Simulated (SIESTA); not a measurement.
This SIESTA 5.4.2 run on CdSe (Cadmoselite) needs a look.

The input CdSe.fdf:

```
SystemName                      Cadmoselite
SystemLabel                     CdSe
NumberOfSpecies                 2
NumberOfAtoms                   4
%block ChemicalSpeciesLabel
  1  48 Cd
  2  34 Se
%endblock ChemicalSpeciesLabel

LatticeConstant                 1.0 Ang
%block LatticeVectors
     4.3000000000     0.0000000000     0.0000000000
    -2.1500000000     3.7239092363     0.0000000000
     0.0000000000     0.0000000000     7.0200000000
%endblock LatticeVectors
AtomicCoordinatesFormat         Fractional
%block AtomicCoordinatesAndAtomicSpecies
     0.6666666667     0.3333333333     0.5000000000  1  Cd
     0.3333333333     0.6666666667     0.0000000000  1  Cd
     0.6666666667     0.3333333333     0.8850000000  2  Se
     0.3333333333     0.6666666667     0.3850000000  2  Se
%endblock AtomicCoordinatesAndAtomicSpecies

%block kgrid.MonkhorstPack
    7   0   0  0.0
    0   7   0  0.0
    0   0   4  0.0
%endblock kgrid.MonkhorstPack
XC.Functional                   GGA
XC.Authors                      PBE
PAO.BasisSize                   DZP
PAO.EnergyShift                 0.003 Ry
Mesh.Cutoff                     800
OccupationFunction              FD
ElectronicTemperature           0.05 eV
MaxSCFIterations                75
SCF.MustConverge                false
SCF.Mixer.Method                Pulay
SCF.Mixer.Weight                0.25
SCF.Mixer.History               8
SCF.DM.Tolerance                5.0e-05
SCF.H.Tolerance                 1.0e-03 eV
WriteForces                     true
Charge.Mulliken                 end
%block PAO.Basis
  Cd 5
  n=4 0 2
    2.625 0.000
  n=5 0 2
    7.565 0.000
  n=4 1 2
    2.973 0.000
  n=5 1 1
    7.565
  n=4 2 2
    4.575 0.000
  Se 4
  n=4 0 2
    5.139 0.000
  n=4 1 2
    6.735 0.000
  n=3 2 2
    2.657 0.000
  n=4 2 1
    6.735
%endblock PAO.Basis
```

Potentials or basis: PseudoDojo 0.4 standard (PBE files), DZP (energy shift 0.003 Ry; two zetas on semicore shells).

Launch:

```console
$ siesta CdSe.fdf > CdSe.out 2>&1
```

CdSe.out:

```text
Version         : 5.4.2

                           ***********************
                           *  WELCOME TO SIESTA  *
                           ***********************

 NOTE: Siesta V5 introduces some new defaults for basis-set generation
 NOTE: which might lead to slightly different numerical results.
 NOTE: Please see the manual for full details and compatibility measures.

[... 450 lines left out ...]
   4.575      2.711
   1.000      1.000
Se                    4                    # Species label, number of l-shells
STOP Stopping Program
*************************************************************
ERROR

FDF module: fdf_physical:  no unit specified for MeshCutoff

     File: fdf.F90
[... 36 lines left out ...]
redata: Spin configuration                          = none
redata: Number of spin components                   = 1
redata: Time-Reversal Symmetry                      = T
redata: Spin spiral                                 = F
redata: Long output                                 =   F
redata: Number of Atomic Species                    =        2
redata: Charge density info will appear in .RHO file
redata: Write Mulliken charges (when)               = end
redata: Write Mulliken Pop.                         = Atomic and Orbital charges
redata: Write Hirshfeld charges (when)              = none
redata: Write Voronoi charges (when)                = none
redata: Write spin charge (when)                    = none
redata: Matel table size (NRTAB)                    =     1024
```

Problem. Diagnose the run.

Solution. The program refused the input. The input holds a flaw that was put in on purpose: mesh cutoff without a unit (Mesh.Cutoff = 800).
